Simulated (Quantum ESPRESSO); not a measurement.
# NaCl (Fm-3m) in Quantum ESPRESSO: a series of runs

Runs on NaCl. Level: PBE. Tasks: single point, equation of state.

Program: Quantum ESPRESSO 7.5. These are calculated values, not measurements. Logs are shortened: lines on timing, memory, paths and dates and some standing lists are left out, and cuts for length are marked.

## (1) Starting point

The structure is cubic, space group Fm-3m (No. 225). Conventional cell: a = 5.588 Å, b = 5.588 Å, c = 5.588 Å, α = 90.00°, β = 90.00°, γ = 90.00°. Cl (site symmetry m-3m) is surrounded by 6 Na at 2.79 Å. Na (site symmetry m-3m) has 6 Cl at 2.79 Å as nearest neighbours.

The cell is a database's computed one.

## (2) Single point, PBE, 20.50 Å³/atom

Input file pw.in:

```
&CONTROL
  calculation = 'scf'
  prefix = 'pwscf'
  outdir = './tmp'
  pseudo_dir = './pseudo'
  tprnfor = .true.
  tstress = .true.
  disk_io = 'nowf'
/
&SYSTEM
  ibrav = 0
  nat = 2
  ntyp = 2
  ecutwfc = 45
  ecutrho = 360
  nbnd = 14
  occupations = 'smearing'
  smearing = 'fd'
  degauss = 0.00367493
/
&ELECTRONS
  conv_thr = 4d-10
  electron_maxstep = 120
  mixing_beta = 0.5
/
ATOMIC_SPECIES
Cl    35.4500 cl_pbe_v1.4.uspp.F.UPF
Na    22.9898 na_pbe_v1.5.uspp.F.UPF
CELL_PARAMETERS angstrom
   0.0000000000    2.7370255149    2.7370255149
   2.7370255149    0.0000000000    2.7370255149
   2.7370255149    2.7370255149    0.0000000000
ATOMIC_POSITIONS crystal
Cl     0.5000000000    0.5000000000    0.5000000000
Na     0.0000000000    0.0000000000    0.0000000000
K_POINTS automatic
8 8 8 0 0 0
```

Potentials or basis: GBRV 1.5 PBE.

Started as:

```console
$ OMP_NUM_THREADS=1 pw.x -in pw.in > pw.out
```

pw.out:

```text
This program is part of the open-source Quantum ESPRESSO suite
     for quantum simulation of materials; please cite
[... 9 lines left out ...]
     --------------------
     sticks:   dense  smooth     PW     G-vecs:    dense   smooth      PW
     Sum        1333     661    199                31879    11191    1917

     Using Slab Decomposition

     bravais-lattice index     =            0
     lattice parameter (alat)  =       7.3146  a.u.
     unit-cell volume          =     276.7344 (a.u.)^3
     number of atoms/cell      =            2
     number of atomic types    =            2
     number of electrons       =        16.00
     number of Kohn-Sham states=           14
     kinetic-energy cutoff     =      45.0000  Ry
     charge density cutoff     =     360.0000  Ry
     scf convergence threshold =      4.0E-10
     mixing beta               =       0.5000
     number of iterations used =            8  plain     mixing
     Exchange-correlation=  SLA  PW   PBX  PBC
                           (   1   4   3   4   0   0   0)

     celldm(1)=   7.314636  celldm(2)=   0.000000  celldm(3)=   0.000000
     celldm(4)=   0.000000  celldm(5)=   0.000000  celldm(6)=   0.000000

     crystal axes: (cart. coord. in units of alat)
               a(1) = (   0.000000   0.707107   0.707107 )
               a(2) = (   0.707107   0.000000   0.707107 )
               a(3) = (   0.707107   0.707107   0.000000 )

     reciprocal axes: (cart. coord. in units 2 pi/alat)
               b(1) = ( -0.707107  0.707107  0.707107 )
               b(2) = (  0.707107 -0.707107  0.707107 )
               b(3) = (  0.707107  0.707107 -0.707107 )

     PseudoPot. # 1 for Cl read from file:
     cl_pbe_v1.4.uspp.F.UPF
     Pseudo is Ultrasoft + core correction, Zval =  7.0
     Generated by new atomic code, or converted to UPF format
     Using radial grid of  909 points,  6 beta functions with:
                l(1) =   0
                l(2) =   0
                l(3) =   1
                l(4) =   1
                l(5) =   2
                l(6) =   2
     Q(r) pseudized with  8 coefficients,  rinner =    1.300   1.300   1.300
                                                       1.300   1.300

     PseudoPot. # 2 for Na read from file:
     na_pbe_v1.5.uspp.F.UPF
     Pseudo is Ultrasoft, Zval =  9.0
     Generated by new atomic code, or converted to UPF format
     Using radial grid of  819 points,  5 beta functions with:
                l(1) =   0
                l(2) =   0
                l(3) =   1
                l(4) =   1
                l(5) =   2
     Q(r) pseudized with  8 coefficients,  rinner =    1.250   1.250   1.250
                                                       1.250   1.250

     atomic species   valence    mass     pseudopotential
     Cl                7.00    35.45000     Cl( 1.00)
     Na                9.00    22.98980     Na( 1.00)

     48 Sym. Ops., with inversion, found

   Cartesian axes

     site n.     atom                  positions (alat units)
         1        Cl     tau(   1) = (   0.7071068   0.7071068   0.7071068  )
         2        Na     tau(   2) = (   0.0000000   0.0000000   0.0000000  )

     number of k points=    29  Fermi-Dirac smearing, width (Ry)=  0.0037
                       cart. coord. in units 2pi/alat
        k(    1) = (   0.0000000   0.0000000   0.0000000), wk =   0.0039062
        k(    2) = (   0.0883883   0.0883883  -0.0883883), wk =   0.0312500
        k(    3) = (   0.1767767   0.1767767  -0.1767767), wk =   0.0312500
        k(    4) = (   0.2651650   0.2651650  -0.2651650), wk =   0.0312500
        k(    5) = (  -0.3535534  -0.3535534   0.3535534), wk =   0.0156250
        k(    6) = (   0.1767767   0.0000000   0.0000000), wk =   0.0234375
[... 21 lines left out ...]
        k(   28) = (  -0.7071068   0.1767767  -0.0000000), wk =   0.0468750
        k(   29) = (  -0.7071068   0.3535534   0.0000000), wk =   0.0234375

     Dense  grid:    31879 G-vectors     FFT dimensions: (  45,  45,  45)

     Smooth grid:    11191 G-vectors     FFT dimensions: (  32,  32,  32)

     Initial potential from superposition of free atoms

     starting charge      15.9937, renormalised to      16.0000

     negative rho (up, down):  1.447E-02 0.000E+00
     Starting wfcs are    9 randomized atomic wfcs +    5 random wfcs

     Self-consistent Calculation

     iteration #  1     ecut=    45.00 Ry     beta= 0.50
     Davidson diagonalization with overlap
     ethr =  1.00E-02,  avg # of iterations =  7.5

     Threshold (ethr) on eigenvalues was too large:
     Diagonalizing with lowered threshold

     Davidson diagonalization with overlap
     ethr =  2.99E-04,  avg # of iterations =  2.8

     negative rho (up, down):  1.481E-02 0.000E+00

     total energy              =    -128.89046467 Ry
     estimated scf accuracy    <       0.04609437 Ry

     iteration #  2     ecut=    45.00 Ry     beta= 0.50
     Davidson diagonalization with overlap
     ethr =  2.88E-04,  avg # of iterations =  2.0
[... 51 lines left out ...]
     iteration #  8     ecut=    45.00 Ry     beta= 0.50
     Davidson diagonalization with overlap
     ethr =  1.08E-11,  avg # of iterations =  2.5

     negative rho (up, down):  1.416E-02 0.000E+00

     End of self-consistent calculation

          k = 0.0000 0.0000 0.0000 (  1411 PWs)   bands (ev):

   -47.0491 -18.9673 -18.9673 -18.9673 -11.1680   1.7118   1.7118   1.7118
     7.1835  12.8203  12.8203  12.8203  15.0022  15.0022

          k = 0.0884 0.0884-0.0884 (  1417 PWs)   bands (ev):

   -47.0489 -18.9739 -18.9677 -18.9677 -11.1079   1.2895   1.6621   1.6621
     7.7153  12.3191  13.0342  13.0342  14.7963  14.7963
[... 83 lines left out ...]
   -47.0474 -18.9956 -18.9812 -18.9778 -10.6887  -0.1032   0.8692   1.0736
     9.7479  10.1104  13.1140  15.5980  16.6218  17.9687

          k = 0.0000-0.5303 0.5303 (  1408 PWs)   bands (ev):

   -47.0474 -18.9917 -18.9897 -18.9759 -10.6667   0.0877   0.4204   1.1336
    10.0756  10.9931  12.6906  14.8090  15.9261  17.2818

          k =-0.7071 0.0000 0.0000 (  1388 PWs)   bands (ev):

   -47.0474 -18.9968 -18.9790 -18.9790 -10.6807  -0.1985   1.0234   1.0234
     9.4805   9.6679  13.6940  16.9827  17.3235  17.3237

          k = 0.3536 0.1768 0.0000 (  1409 PWs)   bands (ev):

   -47.0481 -18.9920 -18.9753 -18.9706 -10.8609   0.2831   1.1674   1.4110
     9.6190  11.0929  12.4713  14.1324  14.4288  16.6208

          k =-0.2652-0.4419 0.6187 (  1406 PWs)   bands (ev):
[... 16 lines left out ...]
   -47.0474 -18.9944 -18.9849 -18.9777 -10.6709   0.0671   0.5467   1.0289
    10.5087  11.1145  12.1196  14.1701  16.5529  18.0399

          k = 0.0000-0.3536 0.5303 (  1421 PWs)   bands (ev):

   -47.0475 -18.9954 -18.9857 -18.9753 -10.6809   0.1091   0.4620   1.1278
    10.9625  11.3165  11.6493  14.0154  16.4329  16.8238

          k =-0.7071 0.1768-0.0000 (  1406 PWs)   bands (ev):

   -47.0474 -18.9942 -18.9816 -18.9808 -10.6683  -0.0528   0.8008   0.9267
    10.0391  10.2376  13.0492  14.8987  17.5207  18.2493

          k =-0.7071 0.3536 0.0000 (  1424 PWs)   bands (ev):

   -47.0474 -18.9879 -18.9879 -18.9826 -10.6558   0.3373   0.3373   0.8336
    10.8727  11.6107  11.6107  13.4689  18.0592  18.0594

     the Fermi energy is     4.2540 ev

!    total energy              =    -128.89955895 Ry
     estimated scf accuracy    <          3.9E-10 Ry
     smearing contrib. (-TS)   =       0.00000000 Ry
     internal energy E=F+TS    =    -128.89955895 Ry

     The total energy is F=E-TS. E is the sum of the following terms:
     one-electron contribution =     -78.28497031 Ry
     hartree contribution      =      44.21787140 Ry
     xc contribution           =     -23.94054217 Ry
     ewald contribution        =     -70.89191789 Ry

     convergence has been achieved in   8 iterations

     negative rho (up, down):  1.416E-02 0.000E+00

     Forces acting on atoms (cartesian axes, Ry/au):

     atom    1 type  1   force =    -0.00000000   -0.00000000    0.00000000
     atom    2 type  2   force =     0.00000000    0.00000000    0.00000000

     Total force =     0.000000     Total SCF correction =     0.000000

     Computing stress (Cartesian axis) and pressure

     negative rho (up, down):  1.416E-02 0.000E+00
          total   stress  (Ry/bohr**3)                   (kbar)     P=       38.55
   0.00026206   0.00000000   0.00000000           38.55        0.00        0.00
   0.00000000   0.00026206   0.00000000            0.00       38.55        0.00
   0.00000000   0.00000000   0.00026206            0.00        0.00       38.55

=------------------------------------------------------------------------------=
   JOB DONE.
=------------------------------------------------------------------------------=
```

It took 12 s on 1 thread of AMD EPYC 7B13 (Zen 3), shared host; peak memory 0.15 GiB.

What came out:

```yaml
Free_energy: -1753.7678 eV
Pressure: 3.9 GPa
Band_gap_on_the_k_mesh: 5.47 eV, direct
```

## (3) Single point, PBE, 20.94 Å³/atom

pw.in, as its differences from that of step 2:

```diff
@@ -29,5 +29,5 @@
 CELL_PARAMETERS angstrom
-   0.0000000000    2.7370255149    2.7370255149
-   2.7370255149    0.0000000000    2.7370255149
-   2.7370255149    2.7370255149    0.0000000000
+   0.0000000000    2.7563009776    2.7563009776
+   2.7563009776    0.0000000000    2.7563009776
+   2.7563009776    2.7563009776    0.0000000000
 ATOMIC_POSITIONS crystal
```

Potentials or basis: GBRV 1.5 PBE.

Started as:

```console
$ OMP_NUM_THREADS=1 pw.x -in pw.in > pw.out
```

Wall time 13 s (1 thread of AMD EPYC 7B13 (Zen 3), shared host); peak memory 0.16 GiB.

It converged, with:

| Property | Result |
| --- | --- |
| Free energy | -1753.7868 eV |
| Pressure | 3.0 GPa |
| Band gap on the k mesh | 5.38 eV, direct |

## (4) Single point, PBE, 21.38 Å³/atom

pw.in, as its differences from that of step 3:

```diff
@@ -29,5 +29,5 @@
 CELL_PARAMETERS angstrom
-   0.0000000000    2.7563009776    2.7563009776
-   2.7563009776    0.0000000000    2.7563009776
-   2.7563009776    2.7563009776    0.0000000000
+   0.0000000000    2.7753105505    2.7753105505
+   2.7753105505    0.0000000000    2.7753105505
+   2.7753105505    2.7753105505    0.0000000000
 ATOMIC_POSITIONS crystal
```

Started as:

```console
$ OMP_NUM_THREADS=1 pw.x -in pw.in > pw.out
```

Run time: 13 s. Hardware: 1 thread of AMD EPYC 7B13 (Zen 3), shared host; peak memory 0.16 GiB.

It converged, with:

```yaml
Free_energy: -1753.8015 eV
Pressure: 2.3 GPa
Band_gap_on_the_k_mesh: 5.30 eV, direct
```

## (5) Single point, PBE, 21.81 Å³/atom

pw.in, as its differences from that of step 4:

```diff
@@ -29,5 +29,5 @@
 CELL_PARAMETERS angstrom
-   0.0000000000    2.7753105505    2.7753105505
-   2.7753105505    0.0000000000    2.7753105505
-   2.7753105505    2.7753105505    0.0000000000
+   0.0000000000    2.7940632177    2.7940632177
+   2.7940632177    0.0000000000    2.7940632177
+   2.7940632177    2.7940632177    0.0000000000
 ATOMIC_POSITIONS crystal
```

Started as:

```console
$ OMP_NUM_THREADS=1 pw.x -in pw.in > pw.out
```

It took 13 s on 1 thread of AMD EPYC 7B13 (Zen 3), shared host; peak memory 0.16 GiB.

Results (log left out):

```
Free energy            : -1753.8124 eV
Pressure               : 1.6 GPa
Band gap on the k mesh : 5.21 eV, direct
```

## (6) Single point, PBE, 22.25 Å³/atom

pw.in, as its differences from that of step 5:

```diff
@@ -29,5 +29,5 @@
 CELL_PARAMETERS angstrom
-   0.0000000000    2.7940632177    2.7940632177
-   2.7940632177    0.0000000000    2.7940632177
-   2.7940632177    2.7940632177    0.0000000000
+   0.0000000000    2.8125674869    2.8125674869
+   2.8125674869    0.0000000000    2.8125674869
+   2.8125674869    2.8125674869    0.0000000000
 ATOMIC_POSITIONS crystal
```

Potentials or basis: GBRV 1.5 PBE.

Started as:

```console
$ OMP_NUM_THREADS=1 pw.x -in pw.in > pw.out
```

Wall time 14 s (1 thread of AMD EPYC 7B13 (Zen 3), shared host); peak memory 0.16 GiB.

Results (log left out):

```
Free energy            : -1753.8200 eV
Pressure               : 1.0 GPa
Band gap on the k mesh : 5.14 eV, direct
```

## (7) Single point, PBE, 22.69 Å³/atom

pw.in, as its differences from that of step 6:

```diff
@@ -29,5 +29,5 @@
 CELL_PARAMETERS angstrom
-   0.0000000000    2.8125674869    2.8125674869
-   2.8125674869    0.0000000000    2.8125674869
-   2.8125674869    2.8125674869    0.0000000000
+   0.0000000000    2.8308314239    2.8308314239
+   2.8308314239    0.0000000000    2.8308314239
+   2.8308314239    2.8308314239    0.0000000000
 ATOMIC_POSITIONS crystal
```

Started as:

```console
$ OMP_NUM_THREADS=1 pw.x -in pw.in > pw.out
```

It took 15 s on 1 thread of AMD EPYC 7B13 (Zen 3), shared host; peak memory 0.16 GiB.

Results (log left out):

* Free energy: -1753.8244 eV
* Pressure: 0.5 GPa
* Band gap on the k mesh: 5.06 eV, direct

## (8) Single point, PBE, 23.12 Å³/atom

pw.in, as its differences from that of step 7:

```diff
@@ -29,5 +29,5 @@
 CELL_PARAMETERS angstrom
-   0.0000000000    2.8308314239    2.8308314239
-   2.8308314239    0.0000000000    2.8308314239
-   2.8308314239    2.8308314239    0.0000000000
+   0.0000000000    2.8488626834    2.8488626834
+   2.8488626834    0.0000000000    2.8488626834
+   2.8488626834    2.8488626834    0.0000000000
 ATOMIC_POSITIONS crystal
```

Started as:

```console
$ OMP_NUM_THREADS=1 pw.x -in pw.in > pw.out
```

Wall time 15 s (1 thread of AMD EPYC 7B13 (Zen 3), shared host); peak memory 0.17 GiB.

Results (log left out):

| Quantity | Value |
| --- | --- |
| Free energy | -1753.8262 eV |
| Pressure | 0.0 GPa |
| Band gap on the k mesh | 4.99 eV, direct |

## (9) Equation of state, PBE

Potentials or basis: GBRV 1.5 PBE.

This step only gathers the single runs of the series.

What came out:

```yaml
Equilibrium_volume: "23.21 Å³/atom (rough: see the caveat)"
Bulk_modulus: 24 GPa (rough)
```

Energy against volume, from the lowest point:
| volume (Å³/atom) | energy (meV/atom) |
| --- | --- |
| 20.504 | 29.17 |
| 20.940 | 19.71 |
| 21.376 | 12.35 |
| 21.813 | 6.89 |
| 22.249 | 3.12 |
| 22.685 | 0.87 |
| 23.121 | 0.00 |

Caveat: the minimum lies outside the volumes run.
